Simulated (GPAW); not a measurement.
# BAs (F-43m) in GPAW: notebook

Aim: see how the results for BAs move with the level of theory and the settings. Levels: PBE0-1/3, PBE0, PBE. Tasks: single point.

Program: GPAW 26.7.0. These are calculated values, not measurements. Logs are shortened: lines on timing, memory, paths and dates and some standing lists are left out, and cuts for length are marked. The log counts tension as positive stress, the text compression.

### Step 1. The crystal as given

It takes space group F-43m (No. 216, cubic). The conventional cell has a = 4.777 Å, b = 4.777 Å, c = 4.777 Å, α = 90.00°, β = 90.00°, γ = 90.00°. As (site symmetry -43m) has 4 B at 2.07 Å as nearest neighbours. B (site symmetry -43m) is surrounded by 4 As at 2.07 Å.

### Step 2. Single point, PBE0-1/3

Input file run.py:

```python
from ase.dft.bandgap import bandgap
from ase.io import read, write
from gpaw import GPAW, PW

atoms = read('BAs.xyz')

calc = GPAW(mode=PW(600),
            xc={'name': 'HYB_GGA_XC_PBE0_13', 'fraction': 0.3333333333333333, 'omega': 0.0, 'backend': 'pw'},
            kpts={'size': (5, 5, 5), 'gamma': True},
            occupations={'name': 'fermi-dirac', 'width': 0.05},
            nbands=9,
            convergence={'density': 1e-05, 'energy': 1e-05},
            maxiter=60,
            txt='gpaw.txt')
atoms.calc = calc
energy = atoms.get_potential_energy()
calc.write('gs.gpw')
write('result.traj', atoms)
print(f'Energy: {energy:.6f} eV')
print('Fermi level:', round(calc.get_fermi_level(), 4), 'eV')
print(f'Gap: {bandgap(calc)[0]:.4f} eV, direct: {bandgap(calc, direct=True)[0]:.4f} eV')
```

Input file BAs.xyz:

```xyz
2
Lattice="0.0000000000 2.3885000000 2.3885000000 2.3885000000 0.0000000000 2.3885000000 2.3885000000 2.3885000000 0.0000000000" Properties=species:S:1:pos:R:3 pbc="T T T"
As     3.5827500000      3.5827500000      3.5827500000
B      0.0000000000      0.0000000000      0.0000000000
```

Potentials or basis: GPAW PAW data sets (gpaw-data 1.2.1), pw.

Command:

```bash
$ OMP_NUM_THREADS=1 python run.py
```

gpaw.txt:

```text
__  _  _
 | _ |_)|_||  |
 |__||  | ||/\| - 26.7.0

Input parameters:
  mode=PW(ecut=600.0),
  convergence={'density': 1e-05, 'energy': 1e-05},
  kpts=MonkhorstPack(size=(5, 5, 5), gamma=True),
  maxiter=60,
  nbands=9,
  occupations=Occupations(name='fermi-dirac', width=0.05),
  xc=XC(name='HYB_GGA_XC_PBE0_13', fraction=0.3333333333333333, omega=0.0, backend='pw')

Diagonalizing LCAO Hamiltonian
Converting LCAO to pw mode

                   As

       B

Atoms  # Å, Bohr magnetons
|   | symbol |        x |        y |        z |    initial magnetic moments |
|---|--------|----------|----------|----------|-----------------------------|
| 0 |     As | 3.582750 | 3.582750 | 3.582750 | ( 0.0000,  0.0000,  0.0000) |
| 1 |      B | 0.000000 | 0.000000 | 0.000000 | ( 0.0000,  0.0000,  0.0000) |

Unit cell  # Å
| periodic |        x |        y |        z |  lengths |    angles |
|----------|----------|----------|----------|----------|-----------|
|      yes | 0.000000 | 2.388500 | 2.388500 | 3.377849 | 60.000000 |
|      yes | 2.388500 | 0.000000 | 2.388500 | 3.377849 | 60.000000 |
|      yes | 2.388500 | 2.388500 | 0.000000 | 3.377849 | 60.000000 |

Number of symmetries: 24
Symmetry operations  # r_c * U_cc + t_c -> r_c
|    | kind |            matrix            |
|----|------|------------------------------|
|  0 |  E   |  1, 0, 0,  0, 1, 0,  0, 0, 1 |
|  1 |  σ   |  1, 0, 0,  0, 0, 1,  0, 1, 0 |
|  2 |  σ   |  1, 0,-1,  0, 1,-1,  0, 0,-1 |
|  3 |  C3  |  1, 0,-1,  0, 0,-1,  0, 1,-1 |
|  4 |  C3  |  1,-1, 0,  0,-1, 1,  0,-1, 0 |
|  5 |  σ   |  1,-1, 0,  0,-1, 0,  0,-1, 1 |
|  6 |  σ   |  0, 1, 0,  1, 0, 0,  0, 0, 1 |
|  7 |  C3  |  0, 1, 0,  0, 0, 1,  1, 0, 0 |
|  8 |  C2  |  0, 1,-1,  1, 0,-1,  0, 0,-1 |
|  9 |  S4  |  0, 1,-1,  0, 0,-1,  1, 0,-1 |
| 10 |  C3  |  0, 0, 1,  1, 0, 0,  0, 1, 0 |
| 11 |  σ   |  0, 0, 1,  0, 1, 0,  1, 0, 0 |
| 12 |  S4  |  0, 0,-1,  1, 0,-1,  0, 1,-1 |
| 13 |  C3  |  0, 0,-1,  0, 1,-1,  1, 0,-1 |
| 14 |  S4  |  0,-1, 1,  1,-1, 0,  0,-1, 0 |
| 15 |  C2  |  0,-1, 1,  0,-1, 0,  1,-1, 0 |
| 16 |  C3  |  0,-1, 0,  1,-1, 0,  0,-1, 1 |
| 17 |  S4  |  0,-1, 0,  0,-1, 1,  1,-1, 0 |
| 18 |  S4  | -1, 1, 0, -1, 0, 1, -1, 0, 0 |
| 19 |  C3  | -1, 1, 0, -1, 0, 0, -1, 0, 1 |
| 20 |  C3  | -1, 0, 1, -1, 1, 0, -1, 0, 0 |
| 21 |  S4  | -1, 0, 1, -1, 0, 0, -1, 1, 0 |
| 22 |  σ   | -1, 0, 0, -1, 1, 0, -1, 0, 1 |
| 23 |  C2  | -1, 0, 0, -1, 0, 1, -1, 1, 0 |

BZ-sampling:
  Number of BZ points: 125
  Number of IBZ points: 10

  Monkhorst-Pack size: [5, 5, 5]
  Monkhorst-Pack shift: [0, 0, 0]

K-points  # in reciprocal-cell coordinates
|   |                                coordinates |     weight |
|---|--------------------------------------------|------------|
| 0 | (  0.00000000,   0.00000000,   0.00000000) | 0.00800000 |
| 1 | (  0.20000000,   0.20000000,   0.00000000) | 0.04800000 |
| 2 | (  0.20000000,   0.20000000,   0.20000000) | 0.06400000 |
| 3 | (  0.40000000,   0.20000000,  -0.20000000) | 0.19200000 |
| 4 | (  0.40000000,   0.20000000,   0.20000000) | 0.09600000 |
| 5 | (  0.40000000,   0.40000000,  -0.40000000) | 0.19200000 |
| 6 | (  0.40000000,   0.40000000,  -0.20000000) | 0.09600000 |
| 7 | (  0.40000000,   0.40000000,   0.00000000) | 0.04800000 |
| 8 | (  0.40000000,   0.40000000,   0.20000000) | 0.19200000 |
| 9 | (  0.40000000,   0.40000000,   0.40000000) | 0.06400000 |

Plane wave coefficients: 941
Cutoff: 600.0 eV

Spin-components: 1 (collinear spins)
Bands:           9
Projectors:      10
Spin-degeneracy: 2
Datatype:        complex128

Parallelization:
  kpt:    1
  domain: 1
  band:   1

Density:
  Valence electrons: 8.0
  Components: 1
  Grid points: [20 20 20]
  Charge: 0.0  # |e|

Potential:
  Grid points: [20 20 20]

species:
  As:
    name:    Arsenic
    Z:       33.0
    valence: 5
    core:    28
    charge:  0.0  # [|e|]
    compensation charges:
      type: gauss
      rc: 0.33  # [Å]
      lmax: 2
    cutoffs:
      filter: 1.87  # [Å]
      core: 2.96  # [Å]
    projectors
    | kind |    occ | energy [eV] | rcut [Å] |
    |------|--------|-------------|----------|
    |   4s |  2.000 |     -14.487 |    1.058 |
    |   4p |  3.000 |      -5.196 |    1.058 |
    |    s |        |      12.725 |    1.058 |
    |    p |        |      22.016 |    1.058 |
    |    d |        |       0.000 |    1.058 |

    Using partial waves for As as LCAO basis

  B:
    name:    Boron
    Z:       5.0
    valence: 3
    core:    2
    charge:  0.0  # [|e|]
    compensation charges:
      type: gauss
      rc: 0.20  # [Å]
      lmax: 2
    cutoffs:
      filter: 1.14  # [Å]
      core: 1.38  # [Å]
    projectors
    | kind |    occ | energy [eV] | rcut [Å] |
    |------|--------|-------------|----------|
    |   2s |  2.000 |      -9.443 |    0.635 |
    |   2p |  1.000 |      -3.606 |    0.635 |
    |    s |        |      17.768 |    0.635 |
    |    p |        |      23.605 |    0.635 |
    |    d |        |       0.000 |    0.635 |

    Using partial waves for B as LCAO basis

Reference energy: -62172.463167  # eV

eigensolver:
  PPCG
  Converge bands: occupied
  niter=2

density mixing:
  MSR1-Mixer
  Pratt-step length: 0.05
  Maximum mixing coefficient: 0.75
  Old densities: 10
  SVD Regularization: 0.005
  Good broyden scale: 1.0
  Trust region scale: 1.0
  Backstep threshold: 4.0
  History deletion threshold: 6.0
  Fourier metric: weight=20.0, sigma=0.015

occupation numbers:
  Fermi-Dirac:
    width: 0.0500  # eV

poisson solver:
  ecut: 4800.0  # eV

xc functional:
  name: HYB_GGA_XC_PBE0_13 with 2 nearest neighbor stencil

convergence criteria:
- Maximum integral of absolute [dens]ity change: 1e-05 electrons / valence electron
- Maximum [total energy] change in last 3 cyles: 1e-05 eV / valence electron
- Maximum integral of absolute [eigenst]ate change: 4e-08 eV^2 / valence electron
maximum number of iterations: 60

IBZ(<points: 10, symmetries: 24>)
Occupied bands: 4
SCF iterations
|iter     | |      energy | eigst |  dens |
|---------|-|-------------|-------|-------|
|iter:   1| | -795.100874 | +0.18 |       |
|iter:   2| |  -13.888698 | -0.62 | -0.69 |
|iter:   3| |  -14.180948 | -0.90 | -0.70 |
|iter:   4| |  -13.670591 | -2.12 | -0.73 |
|iter:   5| |  -13.276293 | -1.23 | -0.90 |
|iter:   6| |  -13.298587 | -3.18 | -1.32 |
|iter:   7| |  -13.316751 | -3.55 | -1.61 |
|iter:   8| |  -13.317245 | -4.10 | -1.46 |
|iter:   9| |  -13.273966 | -2.56 | -1.43 |
|iter:  10| |  -13.284020 | -3.51 | -2.26 |
|iter:  11| |  -13.282979 | -4.57 | -2.14 |
|iter:  12| |  -13.282708 | -4.37 | -2.47 |
|iter:  13| |  -13.282800 | -6.04 | -3.19 |
|iter:  14| |  -13.282781 | -6.05 | -3.11 |
|iter:  15| |  -13.282783c| -6.96 | -3.98 |
|iter:  16| |  -13.282783c| -8.15c| -4.22 |
|iter:  17| |  -13.282783c| -9.93c| -5.52c|

Converged in 17 steps
Energy contributions relative to reference atoms: (reference = -62172.463167)

Energy contributions:
  Kinetic:          11.090198
  Coulomb:          -8.930992
  Zero:             -0.151253
  External:          0.000000
  Xc:              767.501138
  Entropy:          -0.000000
  Spinorbit:         0.000000
  Hybrid_Xc_Cc:      -755.238014
  Hybrid_Xc_Vc:        -5.998257
  Hybrid_Xc_Vv:       -21.555603
  ----------------------------
  Free energy:     -13.282783
  Extrapolated:    -13.282783

dipole moment: (-3.239881, -3.239881, -3.239881)  # |e|*Ang

Fermi level: 7.967
Eigenvalues  # (at kpt = [0.000, 0.000, 0.000])
| band index |      eig [eV] | occ [0-2] |
|------------|---------------|-----------|
|          0 |       -10.587 |     2.000 |
|          1 |         6.957 |     2.000 |
|          2 |         6.957 |     2.000 |
|          3 |         6.957 |     2.000 |
|          4 |        12.317 |     0.000 |
|          5 |        12.317 |     0.000 |
|          6 |        12.317 |     0.000 |
|          7 |        14.235 |     0.000 |
|          8 |        18.959 |     0.000 |

Gap: 3.018 eV
Transition (v -> c):
  (s=0, k=0, n=3, [0.00, 0.00, 0.00]) -> (s=0, k=7, n=4, [0.40, 0.40, 0.00])
Direct/indirect transitions are different
Direct gap: 5.360 eV
Transition at: (s=0, k=0, n=3, [0.00, 0.00, 0.00])
# Writing to gs.gpw (mode='')
```

It took 13 min on 1 thread of Intel Xeon Platinum 8559C (Emerald Rapids), shared host; peak memory 0.26 GiB.

Results:

```
Free energy            : -13.2828 eV
Band gap on the k mesh : 3.02 eV, indirect (least direct gap 5.36 eV)
```

Caveat: the k mesh is coarse (spacing up to 0.46 Å⁻¹), so the values aren't converged, least of all with exact exchange; the PAW data sets were made with another functional, which shifts forces and pressure a little; an odd mesh through Γ misses points on the zone boundary, where band edges often lie.

### Step 3. Single point, PBE0

Input file run.py:

```python
from ase.dft.bandgap import bandgap
from ase.io import write
from ase.spacegroup import crystal
from gpaw import GPAW, PW

# As 4c
# B 4a
atoms = crystal(['As', 'B'],
                basis=[[0.25, 0.25, 0.25],
                       [0.0, 0.0, 0.0]],
                spacegroup=216, setting=1,  # F-43m
                cellpar=[4.777, 4.777, 4.777, 90.0, 90.0, 90.0],
                primitive_cell=True)

calc = GPAW(mode=PW(600),
            xc='PBE0',
            kpts={'size': (5, 5, 5), 'gamma': True},
            occupations={'name': 'fermi-dirac', 'width': 0.05},
            nbands=9,
            convergence={'density': 1e-05, 'energy': 1e-05},
            maxiter=60,
            txt='gpaw.txt')
atoms.calc = calc
energy = atoms.get_potential_energy()
forces = atoms.get_forces()
calc.write('gs.gpw')
write('result.traj', atoms)
print(f'Energy: {energy:.6f} eV')
print('Forces (eV/A):')
print(forces.round(4))
print('Fermi level:', round(calc.get_fermi_level(), 4), 'eV')
print(f'Gap: {bandgap(calc)[0]:.4f} eV, direct: {bandgap(calc, direct=True)[0]:.4f} eV')
```

Potentials or basis: GPAW PAW data sets (gpaw-data 1.2.1), pw.

Command:

```bash
$ OMP_NUM_THREADS=1 python run.py
```

gpaw.txt:

```text
__  _  _
 | _ |_)|_||  |
 |__||  | ||/\| - 26.7.0

Input parameters:
  mode=PW(ecut=600.0),
  convergence={'density': 1e-05, 'energy': 1e-05},
  kpts=MonkhorstPack(size=(5, 5, 5), gamma=True),
  maxiter=60,
  nbands=9,
  occupations=Occupations(name='fermi-dirac', width=0.05),
  xc=XC(name='PBE0')

Diagonalizing LCAO Hamiltonian
Converting LCAO to pw mode

           As

       B

Atoms  # Å, Bohr magnetons
|   | symbol |        x |        y |        z |    initial magnetic moments |
|---|--------|----------|----------|----------|-----------------------------|
| 0 |     As | 1.194250 | 1.194250 | 1.194250 | ( 0.0000,  0.0000,  0.0000) |
| 1 |      B | 0.000000 | 0.000000 | 0.000000 | ( 0.0000,  0.0000,  0.0000) |

Unit cell  # Å
| periodic |        x |        y |        z |  lengths |    angles |
|----------|----------|----------|----------|----------|-----------|
|      yes | 0.000000 | 2.388500 | 2.388500 | 3.377849 | 60.000000 |
|      yes | 2.388500 | 0.000000 | 2.388500 | 3.377849 | 60.000000 |
|      yes | 2.388500 | 2.388500 | 0.000000 | 3.377849 | 60.000000 |
[... 179 lines left out ...]

Converged in 16 steps
Energy contributions relative to reference atoms: (reference = -62172.463167)

Energy contributions:
  Kinetic:          13.319117
  Coulomb:         -11.107123
  Zero:             -0.117919
  External:          0.000000
  Xc:              572.219753
  Entropy:          -0.000000
  Spinorbit:         0.000000
  Hybrid_Xc_Cc:      -566.428511
  Hybrid_Xc_Vc:        -4.518533
  Hybrid_Xc_Vv:       -16.149811
  ----------------------------
  Free energy:     -12.783027
  Extrapolated:    -12.783027

dipole moment: (-11.460316, -11.460316, -11.460316)  # |e|*Ang

Fermi level: 8.217
Eigenvalues  # (at kpt = [0.000, 0.000, 0.000])
| band index |      eig [eV] | occ [0-2] |
|------------|---------------|-----------|
|          0 |        -9.792 |     2.000 |
|          1 |         7.226 |     2.000 |
|          2 |         7.226 |     2.000 |
|          3 |         7.226 |     2.000 |
|          4 |        12.052 |     0.000 |
|          5 |        12.052 |     0.000 |
|          6 |        12.052 |     0.000 |
|          7 |        13.849 |     0.000 |
|          8 |        18.628 |     0.000 |

Gap: 2.544 eV
Transition (v -> c):
  (s=0, k=0, n=3, [0.00, 0.00, 0.00]) -> (s=0, k=7, n=4, [0.40, 0.40, 0.00])
Direct/indirect transitions are different
Direct gap: 4.826 eV
Transition at: (s=0, k=0, n=3, [0.00, 0.00, 0.00])

Forces  # eV/Ang
|       x |       y |        z |
|---------|---------|----------|
| 0.00000 | 0.00000 | -0.00000 |  # As   0
| 0.00000 | 0.00000 |  0.00000 |  # B    1

# Writing to gs.gpw (mode='')
```

stdout:

```text
Energy: -12.783027 eV
Forces (eV/A):
[[ 0.  0. -0.]
 [ 0.  0.  0.]]
Fermi level: 8.2175 eV
Gap: 2.5437 eV, direct: 4.8262 eV
```

Wall time 23 min (1 thread of Arm Neoverse V1, shared host); peak memory 0.26 GiB.

What came out:

* Free energy: -12.7830 eV
* Band gap on the k mesh: 2.54 eV, indirect (least direct gap 4.83 eV)

Caveat: the k mesh is coarse (spacing up to 0.46 Å⁻¹), so the values aren't converged, least of all with exact exchange; the PAW data sets were made with another functional, which shifts forces and pressure a little; an odd mesh through Γ misses points on the zone boundary, where band edges often lie.

### Step 4. Single point, PBE

run.py, as its differences from that of step 3:

```diff
@@ -3,2 +3,3 @@
 from ase.spacegroup import crystal
+from ase.units import GPa
 from gpaw import GPAW, PW
@@ -14,9 +15,9 @@
 
-calc = GPAW(mode=PW(600),
-            xc='PBE0',
-            kpts={'size': (5, 5, 5), 'gamma': True},
+calc = GPAW(mode=PW(1200),
+            xc='PBE',
+            kpts={'size': (8, 8, 8), 'gamma': True},
             occupations={'name': 'fermi-dirac', 'width': 0.05},
-            nbands=9,
+            nbands=11,
             convergence={'density': 1e-05, 'energy': 1e-05},
-            maxiter=60,
+            maxiter=100,
             txt='gpaw.txt')
@@ -25,2 +26,3 @@
 forces = atoms.get_forces()
+stress = atoms.get_stress()
 calc.write('gs.gpw')
@@ -30,2 +32,3 @@
 print(forces.round(4))
+print('Stress (GPa):', (stress / GPa).round(3))
 print('Fermi level:', round(calc.get_fermi_level(), 4), 'eV')
```

Command:

```bash
$ OMP_NUM_THREADS=1 python run.py
```

Run time: 17 s. Hardware: 1 thread of Arm Neoverse V1, shared host; peak memory 0.17 GiB.

It converged, with:

* Free energy: -11.4095 eV
* Pressure: 3.4 GPa
* Band gap on the k mesh: 1.20 eV, indirect (least direct gap 3.29 eV)

Levels at points of the mesh, in eV from the valence-band top:
```tsv
k point	band 2	band 3	band 4	band 5	band 6	band 7
(0.00, 0.00, 0.00)	0.00	0.00	0.00	3.29	3.29	3.29
(0.50, 0.50, 0.00)	-8.53	-4.07	-4.07	1.43	1.45	11.41
(0.50, 0.50, 0.50)	-8.78	-1.82	-1.82	2.71	4.80	4.80
```

### Step 5. Overview

| level | k mesh | cutoff (eV) | maxiter | other keys | mesh quality | gap on the mesh (eV) |
| --- | --- | --- | --- | --- | --- | --- |
| PBE0-1/3 | 5 × 5 × 5 | 600 | 60 | - | coarse | 3.02 |
| PBE0 | 5 × 5 × 5 | 600 | 60 | - | coarse | 2.54 |
| PBE | 8 × 8 × 8 | 1200 | 100 | several, not listed | not flagged | 1.20 |

Alike in all rows: task single point; potentials or basis GPAW PAW data sets (gpaw-data 1.2.1), pw; no spin polarisation; cell as given; smearing fermi-dirac 0.05 eV.

Caveats: some runs use coarse meshes; the PAW data sets were made with another functional, which shifts forces and pressure a little (some runs); an odd mesh through Γ misses points on the zone boundary, where band edges often lie (some runs).

Total energies depend on the potentials used, so only differences within one code and one set of settings carry meaning.
